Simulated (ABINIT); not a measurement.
A run of ABINIT 10.8.3 (patched build):

File run.abi:

```
# Pseudopotentials
pp_dirpath "./"
pseudos "Ti.GGA_PBE-JTH.xml, B.GGA_PBE-JTH.xml"

# Structure
acell 3.0292 3.0292 3.2284 Angstrom
rprim
     1.0000000000     0.0000000000     0.0000000000
    -0.5000000000     0.8660254038     0.0000000000
     0.0000000000     0.0000000000     1.0000000000
ntypat 2
znucl 22 5
natom 3
typat 1 2 2
xcart
     0.0000000000     0.0000000000     0.0000000000
     1.5146000002     0.8744547176     1.6142000000
    -0.0000000002     1.7489094355     1.6142000000 Angstrom

# Plane-wave basis
ecut 18.0
pawecutdg 36.0

# k points
kptopt 1
ngkpt 6 6 5
nshiftk 1
shiftk 0.0 0.0 0.0

# Exchange and correlation
ixc -497498
usekden 1
pawxcdev 0

# Bands and occupations
nband 13
occopt 3
tsmear 0.00183747

# SCF cycle
nstep 100
tolvrs 1.0e-7

# Output
iomode 3
prtwf 0
prteig 0
prtebands 0
enunit 1
prtden 1
prtvha 1
prtvclmb 1
prtpot 1
```

Potentials or basis: JTH PAW PBE v2.0.

Launch:

```bash
$ abinit run.abi > log 2>&1
```

Hardware: 1 thread of Arm Neoverse V1 (shared host).

Task: How long does it take, and how much memory?

Result: Wall time 32 s on 1 thread of Arm Neoverse V1, with other jobs on the host, peak memory 0.12 GiB. Counts: scf iterations 10, mpi ranks 1, k points 21, bands 13, plane waves 648.
